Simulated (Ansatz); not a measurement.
Property card for Sn

All numbers below come from DFT PBE, scalar-relativistic, plane waves, PAW (Ansatz 0.2.0).

Plane waves to 420 eV, a k mesh through Γ of 12×12×12 on the computed 2-atom cell and Gaussian smearing (0.10 eV); no spin polarisation.

The structure is relaxed at this level of theory with its symmetry kept.

```xyz
2
Lattice="0.0000 3.3273 3.3273 3.3273 0.0000 3.3273 3.3273 3.3273 0.0000" Properties=species:S:1:pos:R:3 pbc="T T T"
Sn    0.0000    0.0000    0.0000
Sn    1.6637    1.6637    1.6637
```

| Item | Value |
| --- | --- |
| Space group | Fd-3m (No. 227) |
| Volume per atom | 36.84 Å³ |
| Formation energy from the elements' standard states (uncorrected) | 0.000 eV/atom |
| Kohn–Sham band gap | none (metal) |
| Density of states at the Fermi level | 0.12 states/eV per cell (so small that it hangs on the mesh: a semimetal, or crossings between mesh points) |
| Löwdin character within 0.5 eV of the Fermi level | Sn 5p 79 %, Sn 5s 19 % |
| Bulk modulus | 36 GPa |
| Its pressure derivative | 4.8 |
| Bader charges (e) | Sn (2 in the cell) 0.00 |